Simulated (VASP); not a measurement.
# Ru (Fd-3m) in VASP: a series of runs, part 2 of 3

VASP 6.6.1. Earlier steps stand in the parts before.

## Step 3: Single point, BLYP

This run uses another cell than the first one, of 22.93 Å³/atom, 1.080 times its volume.

Input file INCAR:

```
SYSTEM = Ru
PREC = Accurate
ENCUT = 520
EDIFF = 1E-6
ISMEAR = -1
SIGMA = 0.1
LREAL = .FALSE.
LASPH = .TRUE.
NELM = 100
ALGO = Normal
ISIF = 2
LWAVE = .FALSE.
LCHARG = .FALSE.
GGA = B5
ALDAX = 1.0
AGGAX = 1.0
AGGAC = 1.0
ALDAC = 0.0
NBANDS = 21
```

Input file KPOINTS:

```
Automatic mesh
0
G
  11 11 11
  0 0 0
```

Input file POSCAR:

```
Ru
1.0
    0.0000000000      2.8410419904      2.8410419904
    2.8410419904      0.0000000000      2.8410419904
    2.8410419904      2.8410419904      0.0000000000
Ru
2
Direct
    0.1250000000      0.1250000000      0.1250000000
    0.8750000000      0.8750000000      0.8750000000
```

Potentials or basis: VASP PAW PBE potentials, release 64 (Ru_pv).

Run with:

```
cat potpaw_PBE.64/Ru_pv/POTCAR > POTCAR
mpirun -np 1 vasp_std > vasp.out
```

OUTCAR:

```text
SYSTEM = Ru
   PREC = Accurate
   ENCUT = 520
   EDIFF = 1E-6
   ISMEAR = -1
   LREAL = .FALSE.
   LASPH = .TRUE.
   NELM = 100
   ISIF = 2
   GGA = B5

 ion  position               nearest neighbor table
   1  0.125  0.125  0.125-   2 2.46   2 2.46   2 2.46   2 2.46
   2  0.875  0.875  0.875-   1 2.46   1 2.46   1 2.46   1 2.46

  LATTYP: Found a face centered cubic cell.
 ALAT       =     5.6820839808

  Lattice vectors:

 A1 = (   0.0000000000,   2.8410419904,   2.8410419904)
 A2 = (   2.8410419904,   0.0000000000,   2.8410419904)
 A3 = (   2.8410419904,   2.8410419904,   0.0000000000)

Analysis of symmetry for initial positions (statically):
=====================================================================
 Subroutine PRICEL returns:
 Original cell was already a primitive cell.

 Routine SETGRP: Setting up the symmetry group for a
 face centered cubic supercell.

 Subroutine GETGRP returns: Found 48 space group operations
 (whereof 12 operations were pure point group operations)
 out of a pool of 48 trial point group operations.

The static configuration has the point symmetry D_3d.
 The point group associated with its full space group is O_h .

Analysis of symmetry for dynamics (positions and initial velocities):
=====================================================================
 Subroutine PRICEL returns:
 Original cell was already a primitive cell.

 Routine SETGRP: Setting up the symmetry group for a
 face centered cubic supercell.

 Subroutine GETGRP returns: Found 48 space group operations
 (whereof 12 operations were pure point group operations)
 out of a pool of 48 trial point group operations.

The dynamic configuration has the point symmetry D_3d.
 The point group associated with its full space group is O_h .

 Subroutine INISYM returns: Found 48 space group operations
 (whereof 12 operations are pure point group operations),
 and found     1 'primitive' translations

----------------------------------------------------------------------------------------

                                     Primitive cell

  volume of cell :      45.8631

  direct lattice vectors                    reciprocal lattice vectors
     0.000000000  2.841041990  2.841041990    -0.175991767  0.175991767  0.175991767
     2.841041990  0.000000000  2.841041990     0.175991767 -0.175991767  0.175991767
     2.841041990  2.841041990  0.000000000     0.175991767  0.175991767 -0.175991767

  length of vectors
     4.017840114  4.017840114  4.017840114     0.304826682  0.304826682  0.304826682

  position of ions in fractional coordinates (direct lattice)
     0.125000000  0.125000000  0.125000000
     0.875000000  0.875000000  0.875000000

  ion indices of the primitive-cell ions
   primitive index   ion index
                 1           1
                 2           2

----------------------------------------------------------------------------------------

 KPOINTS: Automatic mesh

Automatic generation of k-mesh.
 Grid dimensions read from file:
 generate k-points for:   11   11   11

 Generating k-lattice:

  Cartesian coordinates                     Fractional coordinates (reciprocal lattice)
    -0.015999252  0.015999252  0.015999252     0.090909091  0.000000000  0.000000000
     0.015999252 -0.015999252  0.015999252     0.000000000  0.090909091  0.000000000
     0.015999252  0.015999252 -0.015999252     0.000000000  0.000000000  0.090909091

  Length of vectors
     0.027711517  0.027711517  0.027711517

  Shift w.r.t. Gamma in fractional coordinates (k-lattice)
     0.000000000  0.000000000  0.000000000

 Subroutine IBZKPT returns following result:
 ===========================================

 Found     56 irreducible k-points:

 Following reciprocal coordinates:
            Coordinates               Weight
  0.000000  0.000000  0.000000      1.000000
  0.090909  0.000000  0.000000      8.000000
  0.181818  0.000000  0.000000      8.000000
  0.272727  0.000000  0.000000      8.000000
  0.363636  0.000000  0.000000      8.000000
  0.454545  0.000000  0.000000      8.000000
[... 16 lines left out ...]
 -0.272727  0.181818  0.000000     24.000000
 -0.181818  0.181818  0.000000     12.000000
 [... further k-points ...]
   k-points           NKPTS =     56   k-points in BZ     NKDIM =     56   number of bands    NBANDS=     21
   number of dos      NEDOS =    301   number of ions     NIONS =      2
   total plane-waves  NPLWV =  27000
   dimension x,y,z NGX =    30 NGY =   30 NGZ =   30
   dimension x,y,z NGXF=    60 NGYF=   60 NGZF=   60
   ions per type =               2
   NGX,Y,Z   is equivalent  to a cutoff of  12.41, 12.41, 12.41 a.u.
   NGXF,Y,Z  is equivalent  to a cutoff of  24.83, 24.83, 24.83 a.u.
 SYSTEM =  Ru
   PREC   = accura    normal or accurate (medium, high low for compatibility)
   ISTART =      0    job   : 0-new  1-cont  2-samecut
   ICHARG =      2    charge: 1-file 2-atom 10-const
   ISPIN  =      1    spin polarized calculation?
   LNONCOLLINEAR =      F non collinear calculations
   LSORBIT =      F    spin-orbit coupling
   LASPH  =      T    aspherical Exc in radial PAW
   ENCUT  =  520.0 eV  38.22 Ry    6.18 a.u.   7.47  7.47  7.47*2*pi/ulx,y,z
   NELM   =    100;   NELMIN=  2; NELMDL= -5     # of ELM steps
   EDIFF  = 0.1E-05   stopping-criterion for ELM
   LREAL  =      F    real-space projection
   EDIFFG = 0.1E-04   stopping-criterion for IOM
   NSW    =      0    number of steps for IOM
   IBRION =     -1    ionic relax: 0-MD 1-quasi-New 2-CG
   NFREE  =      0    steps in history (QN), initial steepest desc. (CG)
   ISIF   =      2    stress and relaxation
   ISYM   =      2    0-nonsym 1-usesym 2-fastsym
   POTIM  = 0.5000    time-step for ionic-motion
   TEBEG  =    0.0;   TEEND  =   0.0 temperature during run
   PSTRESS=    0.0 pullay stress
   NELECT =      28.0000    total number of electrons
   NUPDOWN=      -1.0000    fix difference up-down
   EMIN   =  10.00;   EMAX   =-10.00  energy-range for DOS
   EFERMI =   0.00;   METHOD = LEGACY
   ISMEAR =    -1;   SIGMA  =   0.10  broadening in eV -4-tet -1-fermi 0-gaus
   EFERMI_NEDOS =   21; number of points for ismear=-14 and -15
   IALGO  =     38    algorithm
   IMIX   =      4    mixing-type and parameters
     AMIX     =   0.40;   BMIX     =  1.00
     AMIX_MAG =   1.60;   BMIX_MAG =  1.00
  volume/ion in A,a.u.               =      22.93       154.75
  Fermi-wavevector in a.u.,A,eV,Ry     =   1.388800  2.624452 26.242465  1.928767
  Thomas-Fermi vector in A             =   2.512892
   LORBIT       =      0    0 simple, 1 ext, 2 COOP (PROOUT), +10 PAW based schemes
   GGA     = B5    functional components
   LHFCALC =     F    Hartree Fock is set to
   AEXX    =    0.0000 exact exchange contribution
   IVDW    =     0    specifies the selected vdW correction
   LEPSILON=     F    determine dielectric tensor
   LRPA    =     F    only Hartree local field effects (RPA)
 non-spin polarized calculation
  energy-cutoff  :      520.00
  volume of cell :       45.86
 maximum number of plane-waves:      1252
 NGX is ok and might be reduce to    30
   NGX = 15   NGY = 15   NGZ = 15

 number of electron      27.9999997 magnetization

 Free energy of the ion-electron system (eV)
  ---------------------------------------------------
  ext. energy  EPLUGINS =         0.00000000
  ---------------------------------------------------
  free energy    TOTEN  =       -14.32531708 eV

  energy without entropy =      -14.25320422  energy(sigma->0) =      -14.28926065

 E-fermi :   6.0898     XC(G=0): -10.0564

 val. band max:        6.0749288307   @ k =   0.4545   0.2727   0.0909
 cond. band min:       6.1220241305   @ k =   0.3636   0.2727   0.0909
 fundamental gap:      0.0470952999
 Fermi energy:         6.0898380882

 k-point     1 :       0.0000    0.0000    0.0000
  band No.  band energies     occupation
      1     -36.6352      2.00000
      2     -36.6352      2.00000
      3     -36.6352      2.00000
      4     -36.0118      2.00000
      5     -36.0118      2.00000
      6     -36.0118      2.00000
[... 13 lines left out ...]
     20      18.5277      0.00000
     21      18.7399      0.00000
[... 529 lines left out ...]
 k-point    24 :      -0.1818    0.1818    0.0000
  band No.  band energies     occupation
      1     -36.7145      2.00000
      2     -36.6735      2.00000
      3     -36.5859      2.00000
      4     -36.0649      2.00000
      5     -35.9721      2.00000
      6     -35.9320      2.00000
[... 13 lines left out ...]
     20      16.7069      0.00000
     21      16.9577      0.00000

 [... further k-points ...]

------------------------ aborting loop because EDIFF is reached ----------------------------------------

  FORCE on cell =-STRESS in cart. coord.  units (eV):
  Direction    XX          YY          ZZ          XY          YZ          ZX
  --------------------------------------------------------------------------------------
  -------------------------------------------------------------------------------------
  Total       -2.5022237     -2.5022237     -2.5022237     -0.0000000      0.0000000      0.0000000
  in kB      -87.4125449    -87.4125449    -87.4125449     -0.0000000      0.0000000      0.0000000
  external PRESSURE =     -87.4125449 kB  Pullay stress =       0.0000000 kB

 VOLUME and BASIS-vectors are now :
 -----------------------------------------------------------------------------
  energy-cutoff  :      520.00
  volume of cell :       45.86
      direct lattice vectors                 reciprocal lattice vectors
     0.000000000  2.841041990  2.841041990    -0.175991767  0.175991767  0.175991767
     2.841041990  0.000000000  2.841041990     0.175991767 -0.175991767  0.175991767
     2.841041990  2.841041990  0.000000000     0.175991767  0.175991767 -0.175991767

 POSITION                                       TOTAL-FORCE (eV/Angst)
 -----------------------------------------------------------------------------------
      0.71026      0.71026      0.71026        -0.000000      0.000000      0.000000
      4.97182      4.97182      4.97182         0.000000     -0.000000     -0.000000
 -----------------------------------------------------------------------------------
    total drift:                               -0.000000      0.000000      0.000000

  FREE ENERGIE OF THE ION-ELECTRON SYSTEM (eV)
  ---------------------------------------------------
  free  energy   TOTEN  =       -14.3253170762 eV

  energy  without entropy=      -14.2532042211  energy(sigma->0) =      -14.28926065
```

OSZICAR:

```text
N       E                     dE             d eps       ncg     rms          rms(c)
DAV:   1     0.276787452372E+03    0.27679E+03   -0.17332E+04  2352   0.135E+03
DAV:   2    -0.954419127228E+01   -0.28633E+03   -0.27659E+03  2482   0.406E+02
DAV:   3    -0.148434621955E+02   -0.52993E+01   -0.52341E+01  2647   0.622E+01
DAV:   4    -0.148971461173E+02   -0.53684E-01   -0.53658E-01  3175   0.545E+00
DAV:   5    -0.148977704668E+02   -0.62435E-03   -0.62430E-03  2818   0.524E-01    0.912E+00
DAV:   6    -0.143542607098E+02    0.54351E+00   -0.19304E+00  2447   0.119E+01    0.244E+00
DAV:   7    -0.143327831271E+02    0.21478E-01   -0.28605E-02  2867   0.138E+00    0.124E+00
DAV:   8    -0.143250984777E+02    0.76846E-02   -0.15614E-02  2472   0.102E+00    0.978E-02
DAV:   9    -0.143252638490E+02   -0.16537E-03   -0.47330E-04  3111   0.181E-01    0.434E-02
DAV:  10    -0.143253163392E+02   -0.52490E-04   -0.59835E-05  2622   0.528E-02    0.561E-03
DAV:  11    -0.143253170762E+02   -0.73699E-06   -0.20885E-06  2643   0.716E-03
   1 F= -.14325317E+02 E0= -.14289261E+02  d E =-.721129E-01
```

Wall time 32 s (1 thread of Intel Xeon Platinum 8488C (Sapphire Rapids), shared host); peak memory 0.19 GiB.

What came out:

```yaml
Free_energy: -14.3253 eV
Pressure: -8.7 GPa
Band_gap_on_the_k_mesh: none (metal or under the smearing width)
```

Levels at points of the mesh, in eV from the Fermi level:
```tsv
k point	band 12	band 13	band 14	band 15	band 16	band 17
(0.00, 0.00, 0.00)	-2.78	-0.44	-0.44	-0.44	1.47	1.47
```

Caveat: the PAW data sets were made with another functional, which shifts forces and pressure a little.

## Step 4: Single point, BLYP

Input file INCAR:

```
  PREC = Accurate
  ENCUT = 520
  EDIFF = 1E-7
  ISMEAR = -1
  SIGMA = 0.1
  LREAL = F
  LASPH = T
  NELM = 100
  ALGO = Fast
  ISIF = 2
  LWAVE = F
  LCHARG = F
  GGA = B5
  ALDAX = 1.0
  AGGAX = 1.0
  AGGAC = 1.0
  ALDAC = 0.0
  NBANDS = 21
```

Input file KPOINTS:

```
Automatic mesh
0
Gamma
  10 10 10
```

Input file POSCAR:

```
Ru
1.0
    0.0000000000      2.7690857250      2.7690857250
    2.7690857250      0.0000000000      2.7690857250
    2.7690857250      2.7690857250      0.0000000000
Ru
2
Direct
    0.1250000000      0.1250000000      0.1250000000
    0.8750000000      0.8750000000      0.8750000000
```

Run with:

```
cat potpaw_PBE.64/Ru_pv/POTCAR > POTCAR
mpirun -np 1 vasp_std > vasp.out
```

Run time: 41 s. Hardware: 1 thread of Intel Xeon Platinum 8488C (Sapphire Rapids), shared host; peak memory 0.18 GiB.

It converged, with:

```yaml
Free_energy: -14.4183 eV
Pressure: 0.6 GPa
Band_gap_on_the_k_mesh: none (metal or under the smearing width)
```

Levels at points of the mesh, in eV from the Fermi level:
| k point | band 10 | band 11 | band 12 | band 13 | band 14 | band 15 | band 16 | band 17 | band 18 | band 19 |
| --- | --- | --- | --- | --- | --- | --- | --- | --- | --- | --- |
| (0.00, 0.00, 0.00) | -3.03 | -3.03 | -3.03 | -0.47 | -0.47 | -0.47 | 1.68 | 1.68 | 10.55 | 12.75 |
| (0.50, 0.00, 0.00) | -3.24 | -3.24 | -3.03 | -0.15 | 0.18 | 0.18 | 1.27 | 1.27 | 2.86 | 10.05 |
| (0.50, 0.50, 0.00) | -3.22 | -1.34 | -1.34 | -1.19 | -1.19 | 1.54 | 1.54 | 3.26 | 3.26 | 5.17 |

Caveat: the PAW data sets were made with another functional, which shifts forces and pressure a little.

[end of part 2 of 3]
